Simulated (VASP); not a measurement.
# CuI (Marshite) (F-43m) in VASP: notebook

Runs on CuI (Marshite). Level: LDA. Tasks: relaxation of the atoms.

Program: VASP 6.6.1. These are calculated values, not measurements. Logs are shortened: lines on timing, memory, paths and dates and some standing lists are left out, and cuts for length are marked.

### 1 The undisturbed crystal

Symmetry: F-43m, No. 216, cubic system. Conventional cell: a = 6.063 Å, b = 6.063 Å, c = 6.063 Å, α = 90.00°, β = 90.00°, γ = 90.00°. Cu (site symmetry -43m) has 4 I at 2.63 Å as nearest neighbours. I (site symmetry -43m) has 4 Cu at 2.63 Å as nearest neighbours.

### 2 Relaxation of the atoms, LDA (a relaxed cell with its volume scaled by 1.04)

Contents of INCAR:

```
SYSTEM = CuI
PREC = Accurate
ENCUT = 600
EDIFF = 1E-7
ISMEAR = 0
SIGMA = 0.03
LREAL = .False.
LASPH = .True.
NELM = 80
ALGO = Normal
ISIF = 2
LWAVE = .False.
LCHARG = .False.
GGA = CA
IBRION = 2
NSW = 40
EDIFFG = -0.01
```

Contents of KPOINTS:

```
regular mesh
0
Gamma
  8 8 8
  0 0 0
```

Contents of POSCAR:

```
CuI                                     
1.0
    0.0000000000      2.9715697716      2.9715697716
    2.9715697716     -0.0000000000      2.9715697716
    2.9715697716      2.9715697716     -0.0000000000
  Cu              I             
     1     1
Direct
     0.2500000000000000    0.2500000000000000    0.2500000000000000
     0.0000000000000000    0.0000000000000000    1.0000000000000000
```

Potentials or basis: VASP PAW LDA potentials, release 64 (Cu, I).

Launch:

```
$ cat potpaw_LDA.64/Cu/POTCAR potpaw_LDA.64/I/POTCAR > POTCAR
$ mpirun -np 1 vasp_std > vasp.out
```

OUTCAR:

```text
SYSTEM = CuI
   PREC = Accurate
   ENCUT = 600
   EDIFF = 1E-7
   ISMEAR = 0
   LREAL = .False.
   LASPH = .True.
   NELM = 80
   ISIF = 2
   GGA = CA
   IBRION = 2
   NSW = 40
   EDIFFG = -0.01

 ion  position               nearest neighbor table
   1  0.250  0.250  0.250-   2 2.57   2 2.57   2 2.57   2 2.57
   2  0.000  0.000  0.000-   1 2.57   1 2.57   1 2.57   1 2.57

  LATTYP: Found a face centered cubic cell.
 ALAT       =     5.9431395432

  Lattice vectors:

 A1 = (   0.0000000000,   2.9715697716,   2.9715697716)
 A2 = (   2.9715697716,   0.0000000000,   2.9715697716)
 A3 = (   2.9715697716,   2.9715697716,   0.0000000000)

Analysis of symmetry for initial positions (statically):
=====================================================================
 Subroutine PRICEL returns:
 Original cell was already a primitive cell.

 Routine SETGRP: Setting up the symmetry group for a
 face centered cubic supercell.

 Subroutine GETGRP returns: Found 24 space group operations
 (whereof 24 operations were pure point group operations)
 out of a pool of 48 trial point group operations.

The static configuration has the point symmetry T_d .

Analysis of symmetry for dynamics (positions and initial velocities):
=====================================================================
 Subroutine PRICEL returns:
 Original cell was already a primitive cell.

 Routine SETGRP: Setting up the symmetry group for a
 face centered cubic supercell.

 Subroutine GETGRP returns: Found 24 space group operations
 (whereof 24 operations were pure point group operations)
 out of a pool of 48 trial point group operations.

The dynamic configuration has the point symmetry T_d .

 Subroutine INISYM returns: Found 24 space group operations
 (whereof 24 operations are pure point group operations),
 and found     1 'primitive' translations

----------------------------------------------------------------------------------------

                                     Primitive cell

  volume of cell :      52.4793

  direct lattice vectors                    reciprocal lattice vectors
     0.000000000  2.971569772  2.971569772    -0.168261235  0.168261235  0.168261235
     2.971569772  0.000000000  2.971569772     0.168261235 -0.168261235  0.168261235
     2.971569772  2.971569772  0.000000000     0.168261235  0.168261235 -0.168261235

  length of vectors
     4.202434273  4.202434273  4.202434273     0.291437008  0.291437008  0.291437008

  position of ions in fractional coordinates (direct lattice)
     0.250000000  0.250000000  0.250000000
     0.000000000  0.000000000  0.000000000

  ion indices of the primitive-cell ions
   primitive index   ion index
                 1           1
                 2           2

----------------------------------------------------------------------------------------

 KPOINTS: regular mesh

Automatic generation of k-mesh.
 Grid dimensions read from file:
 generate k-points for:    8    8    8

 Generating k-lattice:

  Cartesian coordinates                     Fractional coordinates (reciprocal lattice)
    -0.021032654  0.021032654  0.021032654     0.125000000  0.000000000  0.000000000
     0.021032654 -0.021032654  0.021032654     0.000000000  0.125000000  0.000000000
     0.021032654  0.021032654 -0.021032654     0.000000000  0.000000000  0.125000000

  Length of vectors
     0.036429626  0.036429626  0.036429626

  Shift w.r.t. Gamma in fractional coordinates (k-lattice)
     0.000000000  0.000000000  0.000000000

 Subroutine IBZKPT returns following result:
 ===========================================

 Found     29 irreducible k-points:

 Following reciprocal coordinates:
            Coordinates               Weight
  0.000000  0.000000  0.000000      1.000000
  0.125000  0.000000  0.000000      8.000000
  0.250000  0.000000  0.000000      8.000000
  0.375000  0.000000  0.000000      8.000000
  0.500000  0.000000  0.000000      4.000000
  0.125000  0.125000  0.000000      6.000000
[... 16 lines left out ...]
  0.500000  0.250000  0.125000     48.000000
 -0.375000  0.250000  0.125000     24.000000
 [... further k-points ...]
   k-points           NKPTS =     29   k-points in BZ     NKDIM =     29   number of bands    NBANDS=     13
   number of dos      NEDOS =    301   number of ions     NIONS =      2
   total plane-waves  NPLWV =  46656
   dimension x,y,z NGX =    36 NGY =   36 NGZ =   36
   dimension x,y,z NGXF=    72 NGYF=   72 NGZF=   72
   ions per type =               1   1
   NGX,Y,Z   is equivalent  to a cutoff of  14.24, 14.24, 14.24 a.u.
   NGXF,Y,Z  is equivalent  to a cutoff of  28.48, 28.48, 28.48 a.u.
 SYSTEM =  CuI
   PREC   = accura    normal or accurate (medium, high low for compatibility)
   ISTART =      0    job   : 0-new  1-cont  2-samecut
   ICHARG =      2    charge: 1-file 2-atom 10-const
   ISPIN  =      1    spin polarized calculation?
   LNONCOLLINEAR =      F non collinear calculations
   LSORBIT =      F    spin-orbit coupling
   LASPH  =      T    aspherical Exc in radial PAW
   ENCUT  =  600.0 eV  44.10 Ry    6.64 a.u.   8.39  8.39  8.39*2*pi/ulx,y,z
   NELM   =     80;   NELMIN=  2; NELMDL= -5     # of ELM steps
   EDIFF  = 0.1E-06   stopping-criterion for ELM
   LREAL  =      F    real-space projection
   EDIFFG = -.1E-01   stopping-criterion for IOM
   NSW    =     40    number of steps for IOM
   IBRION =      2    ionic relax: 0-MD 1-quasi-New 2-CG
   NFREE  =      1    steps in history (QN), initial steepest desc. (CG)
   ISIF   =      2    stress and relaxation
   ISYM   =      2    0-nonsym 1-usesym 2-fastsym
   POTIM  = 0.5000    time-step for ionic-motion
   TEBEG  =    0.0;   TEEND  =   0.0 temperature during run
   PSTRESS=    0.0 pullay stress
   NELECT =      18.0000    total number of electrons
   NUPDOWN=      -1.0000    fix difference up-down
   EMIN   =  10.00;   EMAX   =-10.00  energy-range for DOS
   EFERMI =   0.00;   METHOD = LEGACY
   ISMEAR =     0;   SIGMA  =   0.03  broadening in eV -4-tet -1-fermi 0-gaus
   EFERMI_NEDOS =   21; number of points for ismear=-14 and -15
   IALGO  =     38    algorithm
   IMIX   =      4    mixing-type and parameters
     AMIX     =   0.40;   BMIX     =  1.00
     AMIX_MAG =   1.60;   BMIX_MAG =  1.00
  volume/ion in A,a.u.               =      26.24       177.07
  Fermi-wavevector in a.u.,A,eV,Ry     =   1.145961  2.165552 17.867524  1.313226
  Thomas-Fermi vector in A             =   2.282647
   LORBIT       =      0    0 simple, 1 ext, 2 COOP (PROOUT), +10 PAW based schemes
   GGA     = CA    functional components
   LHFCALC =     F    Hartree Fock is set to
   AEXX    =    0.0000 exact exchange contribution
   IVDW    =     0    specifies the selected vdW correction
   LEPSILON=     F    determine dielectric tensor
   LRPA    =     F    only Hartree local field effects (RPA)
 conjugate gradient relaxation of ions
 non-spin polarized calculation
 Gauss-broadening in eV      SIGMA  =   0.03
  energy-cutoff  :      600.00
  volume of cell :       52.48
 maximum number of plane-waves:      1807
 NGX is ok and might be reduce to    36
   NGX = 17   NGY = 17   NGZ = 17

 number of electron      17.9999991 magnetization

 Free energy of the ion-electron system (eV)
  ---------------------------------------------------
  ext. energy  EPLUGINS =         0.00000000
  ---------------------------------------------------
  free energy    TOTEN  =        -6.98357422 eV

  energy without entropy =       -6.98357422  energy(sigma->0) =       -6.98357422

 E-fermi :   5.0229     XC(G=0):  -9.5775

 val. band max:        4.8455887568   @ k =   0.0000   0.0000   0.0000
 cond. band min:       6.0071755042   @ k =   0.0000   0.0000   0.0000
 fundamental gap:      1.1615867474
 Fermi energy:         5.0228861268

 k-point     1 :       0.0000    0.0000    0.0000
  band No.  band energies     occupation
      1      -9.4687      2.00000
      2       0.9296      2.00000
      3       0.9296      2.00000
      4       0.9296      2.00000
      5       2.6643      2.00000
      6       2.6643      2.00000
      7       4.8456      2.00000
      8       4.8456      2.00000
      9       4.8456      2.00000
     10       6.0072      0.00000
     11       9.6471      0.00000
     12       9.6471      0.00000
     13       9.6471      0.00000

 k-point     2 :       0.1250    0.0000    0.0000
  band No.  band energies     occupation
      1      -9.3852      2.00000
      2       0.6364      2.00000
      3       0.9393      2.00000
      4       0.9393      2.00000
      5       2.6571      2.00000
      6       2.6571      2.00000
      7       4.1138      2.00000
      8       4.7090      2.00000
      9       4.7090      2.00000
     10       6.7450      0.00000
     11       9.5677      0.00000
     12       9.8836      0.00000
     13       9.8836      0.00000

 k-point     3 :       0.2500    0.0000    0.0000
  band No.  band energies     occupation
      1      -9.1697      2.00000
      2      -0.0815      2.00000
      3       0.9592      2.00000
      4       0.9592      2.00000
      5       2.6530      2.00000
      6       2.6530      2.00000
      7       3.3371      2.00000
      8       4.4118      2.00000
      9       4.4118      2.00000
     10       7.1303      0.00000
     11      10.2388      0.00000
     12      10.2388      0.00000
     13      10.3715      0.00000

 k-point     4 :       0.3750    0.0000    0.0000
  band No.  band energies     occupation
      1      -8.9302      2.00000
      2      -0.7982      2.00000
      3       0.9730      2.00000
      4       0.9730      2.00000
      5       2.6742      2.00000
      6       2.6742      2.00000
      7       2.8885      2.00000
      8       4.1371      2.00000
      9       4.1371      2.00000
     10       7.0304      0.00000
     11      10.2607      0.00000
     12      10.2607      0.00000
     13      11.7858      0.00000

 k-point     5 :       0.5000    0.0000    0.0000
  band No.  band energies     occupation
      1      -8.8223      2.00000
      2      -1.0942      2.00000
      3       0.9767      2.00000
      4       0.9767      2.00000
      5       2.6933      2.00000
      6       2.6933      2.00000
      7       2.7432      2.00000
      8       4.0238      2.00000
      9       4.0238      2.00000
     10       6.9647      0.00000
     11      10.2031      0.00000
     12      10.2031      0.00000
     13      12.1804      0.00000
[... 257 lines left out ...]
 k-point    22 :       0.3750    0.2500    0.1250
  band No.  band energies     occupation
      1      -9.0015      2.00000
      2      -0.2890      2.00000
      3       0.7349      2.00000
      4       0.9565      2.00000
      5       2.5855      2.00000
      6       2.7035      2.00000
      7       3.2538      2.00000
      8       3.5437      2.00000
      9       4.0917      2.00000
     10       8.3651      0.00000
     11       8.8557      0.00000
     12      10.3556      0.00000
     13      11.5059      0.00000

 k-point    23 :       0.5000    0.2500    0.1250
  band No.  band energies     occupation
      1      -8.8017      2.00000
      2      -0.6485      2.00000
      3       0.5012      2.00000
      4       0.9527      2.00000
      5       2.6114      2.00000
      6       2.6795      2.00000
      7       2.9006      2.00000
      8       3.3237      2.00000
      9       3.8142      2.00000
     10       8.4411      0.00000
     11       9.4631      0.00000
     12      10.3921      0.00000
     13      11.9250      0.00000

 k-point    24 :      -0.3750    0.2500    0.1250
  band No.  band energies     occupation
      1      -8.7133      2.00000
      2      -0.8046      2.00000
      3       0.3962      2.00000
      4       0.9439      2.00000
      5       2.5907      2.00000
      6       2.6751      2.00000
      7       2.8035      2.00000
      8       3.3046      2.00000
      9       3.6616      2.00000
     10       8.4159      0.00000
     11       9.3864      0.00000
     12      11.1311      0.00000
     13      12.3304      0.00000

 [... further k-points ...]
[... 5 lines left out ...]
  --------------------------------------------------------------------------------------
  -------------------------------------------------------------------------------------
  Total       -0.6500724     -0.6500724     -0.6500724     -0.0000000      0.0000000      0.0000000
  in kB      -19.8465276    -19.8465276    -19.8465276     -0.0000000      0.0000000      0.0000000
  external PRESSURE =     -19.8465276 kB  Pullay stress =       0.0000000 kB

 VOLUME and BASIS-vectors are now :
 -----------------------------------------------------------------------------
  energy-cutoff  :      600.00
  volume of cell :       52.48
      direct lattice vectors                 reciprocal lattice vectors
     0.000000000  2.971569772  2.971569772    -0.168261235  0.168261235  0.168261235
     2.971569772  0.000000000  2.971569772     0.168261235 -0.168261235  0.168261235
     2.971569772  2.971569772  0.000000000     0.168261235  0.168261235 -0.168261235

 POSITION                                       TOTAL-FORCE (eV/Angst)
 -----------------------------------------------------------------------------------
      1.48578      1.48578      1.48578         0.000000      0.000000      0.000000
      0.00000      0.00000      0.00000        -0.000000     -0.000000     -0.000000
 -----------------------------------------------------------------------------------
    total drift:                               -0.000000     -0.000000     -0.000000

  FREE ENERGIE OF THE ION-ELECTRON SYSTEM (eV)
  ---------------------------------------------------
  free  energy   TOTEN  =        -6.9835742164 eV

  energy  without entropy=       -6.9835742164  energy(sigma->0) =       -6.98357422

 reached required accuracy - stopping structural energy minimisation
```

Wall time 12 s (1 thread of Intel Xeon 6975P-C (Granite Rapids), shared host); peak memory 0.18 GiB.

Results:

```
Free energy             : -6.9836 eV
Pressure after relaxing : -2.0 GPa
Band gap on the k mesh  : 1.16 eV, direct
```

Final structure:
```
Cu I
1.0
     0.00000    2.97157    2.97157
     2.97157    0.00000    2.97157
     2.97157    2.97157    0.00000
Cu I
1 1
Direct
  0.25000 0.25000 0.25000
  0.00000 0.00000 0.00000
```

Caveat: the relaxation stopped at its first step, so nothing moved; spin-orbit coupling is left out, which moves the levels of the heavy elements.

### 3 Relaxation of the atoms, LDA (a relaxed cell with its volume scaled by 1.06)

INCAR is that of step 2.

KPOINTS is that of step 2.

Contents of POSCAR:

```
CuI                                     
1.0
    0.0000000000      2.9904974779      2.9904974779
    2.9904974779     -0.0000000000      2.9904974779
    2.9904974779      2.9904974779     -0.0000000000
  Cu              I             
     1     1
Direct
     0.2500000000000000    0.2500000000000000    0.2500000000000000
     0.0000000000000000    0.0000000000000000    1.0000000000000000
```

Potentials or basis: VASP PAW LDA potentials, release 64 (Cu, I).

Launch:

```
$ cat potpaw_LDA.64/Cu/POTCAR potpaw_LDA.64/I/POTCAR > POTCAR
$ mpirun -np 1 vasp_std > vasp.out
```

It took 13 s on 1 thread of Intel Xeon 6975P-C (Granite Rapids), shared host; peak memory 0.18 GiB.

Results (log left out):

```
Free energy             : -6.9685 eV
Pressure after relaxing : -2.8 GPa
Band gap on the k mesh  : 1.11 eV, direct
```

Final structure:
```
Cu I
1.0
     0.00000    2.99050    2.99050
     2.99050    0.00000    2.99050
     2.99050    2.99050    0.00000
Cu I
1 1
Direct
  0.25000 0.25000 0.25000
  0.00000 0.00000 0.00000
```

Levels at points of the mesh, in eV from the valence-band top:
```
           k point  band 6  band 7  band 8  band 9  band 10  band 11  band 12  band 13
(0.00, 0.00, 0.00)   -2.09    0.00    0.00    0.00     1.11     4.82     4.82     4.82
(0.50, 0.00, 0.00)   -2.07   -2.02   -0.79   -0.79     2.10     5.37     5.37     7.31
(0.50, 0.50, 0.00)   -2.03   -2.00   -1.69   -1.69     2.54     2.83     9.33     9.92
```

Caveat: the relaxation stopped at its first step, so nothing moved; spin-orbit coupling is left out, which moves the levels of the heavy elements.
